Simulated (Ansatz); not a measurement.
# AlN (P6_3mc) in Ansatz: reference runs

Aim: a first look at AlN with PBE, on the cell as given and on a disturbed one.

Program: Ansatz 0.2.0. These are calculated values, not measurements. Logs are shortened: lines on timing, memory, paths and dates and some standing lists are left out, and cuts for length are marked.

**Experimental background.**

From “Structural and optical properties of self-assembled AlN nanowires grown on SiO2/Si substrates by molecular beam epitaxy”, 2024, arxiv:2402.00216, for a bulk crystal of AlN at 0 K: band gap 6.0343 eV (an exciton energy, a little under the gap).

How close the calculation comes is told below.

### Step 1. The crystal as given

Symmetry: P6_3mc, No. 186, hexagonal system. Conventional cell: a = 3.113 Å, b = 3.113 Å, c = 4.981 Å, α = 90.00°, β = 90.00°, γ = 120.00°. Al (site symmetry 3m) is surrounded by 4 N at 1.89 Å. N (site symmetry 3m) has 4 Al at 1.89 Å as nearest neighbours.

### Step 2. Single point, PBE

Input file input.yaml:

```yaml
crystal:
  lattice:
    - [3.113, 0.0, 0.0]
    - [-1.5565, 2.695937082, 0.0]
    - [0.0, 0.0, 4.981]
  atoms:
    - { symbol: Al, position: [0.6666666667, 0.3333333333, 0.5] }
    - { symbol: Al, position: [0.3333333333, 0.6666666667, 0.0] }
    - { symbol: "N", position: [0.6666666667, 0.3333333333, 0.88] }
    - { symbol: "N", position: [0.3333333333, 0.6666666667, 0.38] }
hamiltonian:
  xc: pbe
  pseudopotentials: { kind: paw }
kpoints:
  mp_grid: { grid: [10, 10, 6] }
scf:
  occupations: { method: fermi_dirac, width: 0.05 }
output:
  forces: true
  stress: true
  eigenvalues: true
```

Potentials or basis: Ansatz PAW.

Launch:

```
ansatz run input.yaml --threads 2 --pin off --max-ram 5120MiB --backend cpu --events-out ev --progress --plain --runs-dir out
```

What it wrote:

```text
Warning: RAYON_NUM_THREADS=2 ignored (pool sized by the plan → 2); use --threads N
Engine: ansatz 0.2.0, aarch64-unknown-linux-gnu
Pseudopotentials: kind: paw
Pseudopotential: Al, paw, valence charge 3, recommended cutoff 420 eV (normal), Al.paw.azcp
Pseudopotential: N, paw, valence charge 5, recommended cutoff 420 eV (normal), N.paw.azcp
Functional definition: PBE
  parameter kappa = 0.804
  parameter beta = 0.06672455060314922
  exchange = pbe_x(kappa = kappa, mu = beta*pi^2/3)
  correlation = pbe_c(beta = beta)
Crystal: 4 atoms, lattice volume = 41.803 Å³
Basis set: ecut = 420 eV, 809 PW (Γ), exchange–correlation on 48×48×72 points (8 copies of the dense FFT grid, shifted against one another)
Bands: 12, of which v1, the nominal top of the filled ones, is band 8 counted from 1 (7 counted from 0)
Symmetry: 12 space group operations
Space group: P63mc (ITA 186), of the structure as read, at distance tolerance 3.5e-5 Å
k-points: 56 of 600 (time reversal used)
Non-local potential: Al, projectors of the file, l = 0: 2, l = 1: 2, l = 2: 1
Non-local potential: N, projectors of the file, l = 0: 2, l = 1: 2, l = 2: 1
PAW form: soft (Blöchl's): semilocal exchange-correlation on the pseudo side does not see the compensation charge
PAW one-centre angular grid: Al, 110 points (default); XC on 64 Gauss nodes
PAW one-centre angular grid: N, 110 points (default); XC on 64 Gauss nodes
Initial density: superposition of atomic densities (neutral atoms: chi_scale 0, normalization atom), corrected by the library's trained network
Initial wavefunctions: pseudopotential atomic-orbital guess
Functional: x = pbe(κ = 0.804, μ = 0.2195149727645171), c = pbe(β = 0.06672455060314922)
SCF iter   1: F=—  HF=-1848.497651 eV  |F-HF|=—  |Δ(HF+E_count)|=         —  Δρ=8.37e-4  dr2=1.47e-4  ethr=1.77e-3  ⟨swp⟩=5.5  Hψ=4373  notcnv=0
preconditioner: auto → none  [insulator: Δε(μ)=4.209 eV  Ē_g=13.125 eV  σ=0.050 eV  W_gap=1.00  n_scr=2 (ndim 8)  ℏωp=23.0 eV  f_vac=0.000  D(μ)=0.00/eV (n_scr^D=0)  ε∞_Penn≈4.1]
SCF iter   2: F=—  HF=-1848.497929 eV  |F-HF|=—  |Δ(HF+E_count)|=   2.78e-4  Δρ=3.97e-4  dr2=1.98e-5  ethr=9.16e-7  ⟨swp⟩=2.4  Hψ=1515  notcnv=0
SCF iter   3: F=—  HF=-1848.497787 eV  |F-HF|=—  |Δ(HF+E_count)|=   1.42e-4  Δρ=7.74e-5  dr2=1.00e-6  ethr=1.24e-7  ⟨swp⟩=2.3  Hψ=1097  notcnv=0
iter 4 did not close the SCF: its close was put off for the readings that it lacked (scf_convergence_deferred on its scf_iter line)
SCF iter   4: F=-1848.497790 eV  HF=-1848.497790 eV  |F-HF|=1.20e-8  |Δ(HF+E_count)|=   3.00e-6  Δρ=8.54e-6  dr2=1.31e-8  ethr=6.26e-9  ⟨swp⟩=2.0  Hψ=1111  notcnv=0
iter 5 did not close the SCF: its close was put off for the readings that it lacked (scf_convergence_deferred on its scf_iter line)
SCF iter   5: F=-1848.497790 eV  HF=-1848.497790 eV  |F-HF|=3.45e-10  |Δ(HF+E_count)|=   1.40e-8  Δρ=1.81e-6  dr2=5.86e-10  ethr=8.21e-11  ⟨swp⟩=2.3  Hψ=1079  notcnv=0
SCF iter   6: F=-1848.497790 eV  HF=-1848.497790 eV  |F-HF|=7.28e-12  |Δ(HF+E_count)|=  1.57e-10  Δρ=2.48e-7  dr2=9.40e-12  ethr=3.66e-12  ⟨swp⟩=1.1  Hψ=2012  notcnv=0
SCF 1 converged in 6 iterations: F = -1848.497790 eV  dr2 = 9.40e-12
SCF converged after 6 iterations
Free energy (F): -1848.497790 eV
Harris-Foulkes:  -1848.497790 eV  (|F-HF|=7.28e-12)
Internal energy: -1848.497790 eV  (E = F + TS)
E sigma→0 (E₀):  -1848.497790 eV
Fermi energy:    9.257685 eV
--- Per-component energies (eV) ---
  E_band       = 30.374957
  E_kinetic    = 318.953833
  E_local      = -448.269811  (includes V_loc(G=0)·N_el)
  E_nonlocal   = 110.843854
  E_hartree    = 155.685265
  E_xc         = -203.726106
  E_vxc        = -215.995485  (∫ρ·V_xc dr)
  E_paw        = -1190.321749  (= ΣΔE_a)
  E_vpaw       = -46.528143  (= ΣTr[D̂ρ^β])
  E_aug_tail   = 0.000194  (compensation charges beyond the density's cutoff)
  E_ewald      = -591.663270
  E_smearing   = -0.000000  (= −TS)
  E_closure    = -0.000000  (closes the sum)
  Σ components = -1848.497790   (vs F -1848.497790, Δ=0.00e0)
--- Forces (eV/Å), atoms counted from 1 ---
  atom   1  Al    -0.00000000     0.00000000    -0.12926154
  atom   2  Al     0.00000000    -0.00000000    -0.12926154
  atom   3  N     -0.00000000    -0.00000000     0.12924023
  atom   4  N     -0.00000000     0.00000000     0.12924023
  max |Σ_I F_I| component: 4.26e-5 eV/Å
--- Stress (GPa, compression-positive) ---
        3.194244      -0.000000      -0.000000
       -0.000000       3.194244       0.000000
       -0.000000       0.000000       4.776995
  P = ⅓ Tr σ = 3.7218 GPa (37.218 kbar)
--- Band table (eV; the first three rows and the last of 56) ---
  k-point 0: bands = ["-8.0267", "-5.8835", "1.1562", "6.2905", "6.2905", "6.9399", "6.9399", "7.1196", "11.3323", "13.7884", "17.7301", "18.2932"]
  k-point 1: bands = ["-7.9204", "-6.0902", "1.5255", "6.3320", "6.3320", "6.5210", "6.8938", "6.8938", "11.8238", "13.8548", "17.5576", "18.2601"]
  k-point 2: bands = ["-7.6125", "-6.5824", "2.4942", "5.2378", "6.4457", "6.4457", "6.7702", "6.7702", "12.7746", "13.9124", "17.2871", "18.3045"]
  k-point 55: bands = ["-5.5270", "-5.5270", "2.2300", "2.2300", "3.5113", "3.5113", "6.3141", "6.3141", "14.2166", "14.2166", "15.3909", "15.3909"]
```

Run time: 1.4 s. Hardware: 2 threads of Arm Neoverse V1, shared host; peak memory 0.31 GiB.

What came out:

- Free energy: -1848.4978 eV
- Pressure: 3.7 GPa
- Largest force: 0.129 eV/Å
- Band gap on the k mesh: 4.21 eV, direct

Forces on the atoms (eV/Å):
```
Al   0.000  0.000 -0.129
Al   0.000  0.000 -0.129
N    0.000  0.000  0.129
N    0.000  0.000  0.129
```

Caveat: the pressure holds a Pulay correction of +0.5 GPa for the finite cutoff.

### Step 3. Single point, PBE (atoms moved at random, drawn with an rms of 0.05 Å)

Input file input.yaml:

```yaml
crystal:
  lattice:
    - [3.113, 0.0, 0.0]
    - [-1.5565, 2.695937082, 0.0]
    - [0.0, 0.0, 4.981]
  atoms:
    - { symbol: Al, position: [0.664888, 0.337497, 0.501733] }
    - { symbol: Al, position: [0.325901, 0.670385, -0.006129] }
    - { symbol: "N", position: [0.640657, 0.316371, 0.868753] }
    - { symbol: "N", position: [0.326893, 0.663111, 0.375107] }
hamiltonian:
  xc: pbe
  pseudopotentials: { kind: paw }
kpoints:
  mp_grid: { grid: [10, 10, 6] }
scf:
  occupations: { method: fermi_dirac, width: 0.05 }
output:
  forces: true
  stress: true
  eigenvalues: true
```

Potentials or basis: Ansatz PAW.

Launch:

```
ansatz run input.yaml --threads 2 --pin off --max-ram 5120MiB --backend cpu --events-out ev --progress --plain --runs-dir out
```

Run time: 6.5 s. Hardware: 2 threads of Arm Neoverse V1, shared host; peak memory 0.45 GiB.

Results (log left out):

```
Free energy            : -1848.4255 eV
Pressure               : 4.4 GPa
Largest force          : 1.385 eV/Å
Band gap on the k mesh : 4.23 eV, direct
```

Forces in eV/Å, atoms in the order of the input:
```
Al  -0.091 -0.310 -1.265
Al  -0.223 -0.785  0.150
N    0.327  0.846  1.046
N   -0.013  0.249  0.069
```

Stress tensor (GPa, compression positive):
```
 0.95 -0.88 -0.51
-0.88  3.78 -1.79
-0.51 -1.79  8.51
```

Levels at points of the mesh, in eV from the valence-band top:
```csv
k point,band 5,band 6,band 7,band 8,band 9,band 10,band 11,band 12
"(0.00, 0.00, 0.00)",-0.70,-0.12,-0.07,0.00,4.23,6.69,10.54,11.14
"(0.00, 0.00, -0.50)",-0.69,-0.46,-0.34,-0.25,6.38,6.52,10.14,10.61
"(0.00, -0.50, 0.00)",-3.27,-1.97,-1.86,-0.55,5.81,5.95,8.28,10.29
"(0.00, -0.50, -0.50)",-1.44,-1.39,-1.25,-1.21,5.24,5.34,9.35,9.43
"(-0.50, 0.00, 0.00)",-3.40,-2.04,-1.65,-0.58,5.61,5.90,8.19,10.39
"(-0.50, 0.00, -0.50)",-1.60,-1.49,-1.31,-1.19,5.35,5.47,9.27,9.39
"(-0.50, -0.50, 0.00)",-3.31,-2.00,-1.80,-0.57,5.82,5.87,8.24,10.34
"(-0.50, -0.50, -0.50)",-1.55,-1.41,-1.25,-1.17,5.27,5.38,9.34,9.40
```

Caveat: the pressure holds a Pulay correction of +0.5 GPa for the finite cutoff.

### Step 4. Against experiment

Step 2. A measured gap of AlN is 6.0343 eV (an exciton energy, a little under the gap; 0 K; quoted in “Structural and optical properties of self-assembled AlN nanowires grown on SiO2/Si substrates by molecular beam epitaxy”, 2024, arxiv:2402.00216); the calculated 4.21 eV misses it by -1.82 eV. 2 values of this kind are on record (6.034 to 6.0343 eV); this one was drawn at random. The value is that of PBE on a finite k mesh, which can miss the band edges, without temperature or zero-point motion. Semilocal functionals fall short of measured gaps as a rule.
